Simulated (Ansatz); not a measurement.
MoP (P-6m2): elasticity against pressure

```xyz
2
Lattice="3.2071 0.0000 0.0000 -1.6035 2.7774 0.0000 0.0000 0.0000 3.1732" Properties=species:S:1:pos:R:3 pbc="T T T"
Mo    0.0000    0.0000    0.0000
P     0.0000    1.8516    1.5866
```

This is the zero-pressure cell. At each pressure cell and atoms are relaxed in this structure, and the constants are slopes of the stress at strains of ±0.005 with relaxed ions (the coefficients that govern stability under load). Level: PBEsol, PAW on Ansatz 0.2.0's default frozen-core files (fitted under PBE), scalar-relativistic; k mesh 18×18×16, strains of ±0.005, Fermi-Dirac smearing of 0.080 eV, cutoff 420 eV. P is the pressure of the relaxed cell, less that of this one.

```tsv
P (GPa)	V/V₀	C11 (GPa)	C12 (GPa)	C13 (GPa)	C33 (GPa)	C44 (GPa)
0.00	1.0000	363.0	133.1	167.7	514.5	184.2
1.01	0.9957	368.4	136.6	171.6	521.3	187.0
2.00	0.9916	373.6	140.1	175.4	528.1	189.9
4.00	0.9836	384.3	147.1	182.9	541.3	195.5
6.99	0.9722	399.7	157.6	194.1	560.8	203.7
9.98	?	?	?	?	?	?
15.00	0.9447	439.6	185.1	223.6	611.1	224.8
```

Question: Does the bulk modulus from the constants agree with the pressure-volume curve?

Answer: A third-order Birch-Murnaghan fit to the volumes shown (F against f, f = [(V₀/V)^(2/3) − 1]/2) gives B₀ = 233.4 GPa and B′ = 4.2. Its −V dP/dV stands beside the Reuss value 1/ΣS_ij (i, j ≤ 3):

| P (GPa) | from P(V) | from the constants |
| --- | --- | --- |
| 0.00 | 233.4 | 232.9 |
| 1.01 | 237.6 | 237.3 |
| 2.00 | 241.8 | 241.6 |
| 4.00 | 250.2 | 250.2 |
| 6.99 | 262.6 | 262.8 |
| 15.00 | 295.1 | 295.8 |

Question: What are the pressure derivatives at zero pressure?

Answer: Slopes at V₀ of quadratic fits in −ln(V/V₀) through the first four rows shown, divided by B₀: dC11/dP = 5.3, dC12/dP = 3.5, dC13/dP = 3.9, dC33/dP = 6.9, dC44/dP = 2.9. The mean slopes up to 2.0 GPa are 5.3, 3.5, 3.8, 6.8, 2.8; curvature and scatter of the constants part the two.

Question: Fill the row at 9.98 GPa.

Answer: Cubic fits in −ln(V/V₀) through all rows shown give C11 = 414.9, C12 = 167.9, C13 = 205.2, C33 = 579.8, C44 = 211.7 GPa. Computed: V/V₀ = 0.9614, C11 (GPa) = 414.9, C12 (GPa) = 167.9, C13 (GPa) = 205.2, C33 (GPa) = 579.8, C44 (GPa) = 211.7.

Question: Does a shear stiffness soften?

Answer: C44 goes from 184.2 to 224.8 GPa; (C11 − C12)/2 goes from 115.0 to 127.3 GPa. Neither ends more than 3 % under its start, and the lattice stays mechanically stable over this range.

Limits of these numbers: no other phase was computed; many crystals of this kind change structure within this range, and rows or crossings beyond such a change describe a metastable lattice; frozen-core PAW files fitted under PBE, their cores solved anew for the functional of the run; responses of metals move with mesh and smearing; elastic stability says nothing of phonons or of other phases; phonons weren't checked at these pressures.
